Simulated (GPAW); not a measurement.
Ge: band structure with revPBE

**Measured values to compare with.**

From “Electronic and optical properties of SixGe1-x-ySny alloys lattice-matched to Ge”, 2021, arxiv:2109.02782, for a bulk crystal of Ge at 300 K: band gap 0.807 eV (direct).

The system is Ge.

```
Ge
1.0
     0.00000    2.82891    2.82891
     2.82891    0.00000    2.82891
     2.82891    2.82891    0.00000
Ge
2
Direct
  0.75000 0.75000 0.75000
  0.50000 0.50000 0.50000
```

| Quantity | Value |
| --- | --- |
| Program | GPAW 26.7.0 |
| Task | band structure |
| Functional | revPBE |
| Potentials or basis | the program's PAW data sets (release 1.2.1) made for this functional |
| Cutoff | 600 eV |
| Basis | pw |
| k mesh | 8 × 8 × 8 |
| Occupations | fermi-dirac, width 0.05 eV |
| Spin | spin-orbit coupling, no magnetisation |
| Maxiter | 150 |
| Band path | GXWKGLUWLK,UX |
| Band points | 60 |
| spin axis theta (degrees) | 90 |
| spin axis phi (degrees) | 45 |

```yaml
Pressure: 5.2 GPa
Band_gap_on_the_k_mesh: 0.07 eV, direct
Band_gap_along_the_path: 0.07 eV, direct
```

Levels at the corners of the path, in eV from the valence-band top:
```tsv
point	band 4	band 5	band 6	band 7	band 8	band 9	band 10	band 11	band 12	band 13
Γ	-0.30	0.00	0.00	0.00	0.00	0.07	0.07	2.31	2.31	2.53
X	-8.96	-3.17	-3.17	-3.17	-3.17	0.69	0.69	0.69	0.69	9.46
W	-8.85	-4.04	-4.04	-3.96	-3.96	4.20	4.20	4.34	4.34	4.67
K	-8.37	-4.43	-4.43	-2.74	-2.74	1.10	1.10	4.03	4.03	7.17
Γ	-0.30	0.00	0.00	0.00	0.00	0.07	0.07	2.31	2.31	2.53
L	-7.67	-1.60	-1.60	-1.41	-1.41	0.16	0.16	3.61	3.61	3.70
U	-8.37	-4.43	-4.43	-2.74	-2.74	1.10	1.10	4.03	4.03	7.17
W	-8.85	-4.04	-4.04	-3.96	-3.96	4.20	4.20	4.34	4.34	4.67
L	-7.67	-1.60	-1.60	-1.41	-1.41	0.16	0.16	3.61	3.61	3.70
K	-8.37	-4.43	-4.43	-2.74	-2.74	1.10	1.10	4.03	4.03	7.17
U	-8.37	-4.43	-4.43	-2.74	-2.74	1.10	1.10	4.03	4.03	7.17
X	-8.96	-3.17	-3.17	-3.17	-3.17	0.69	0.69	0.69	0.69	9.46
```

Run time: 13 s on 1 thread of Intel(R) Xeon(R) 6975P-C (Granite Rapids), with other jobs on the host, peak memory 0.23 GiB.

Against the measured gap of Ge, 0.807 eV (direct; 300 K; “Electronic and optical properties of SixGe1-x-ySny alloys lattice-matched to Ge”, 2021, arxiv:2109.02782), the calculated 0.07 eV is off by -0.74 eV. 3 values of this kind are on record (0.666 to 0.807 eV); this one was drawn at random among those near their median. The value is that of revPBE, without temperature or zero-point motion. Semilocal functionals fall short of measured gaps as a rule.

Caveat: spin-orbit coupling was added after a scalar SCF, so levels and gaps hold it while energy, forces, pressure and moments don't; this program's spin-orbit splittings come out too wide for heavy elements.
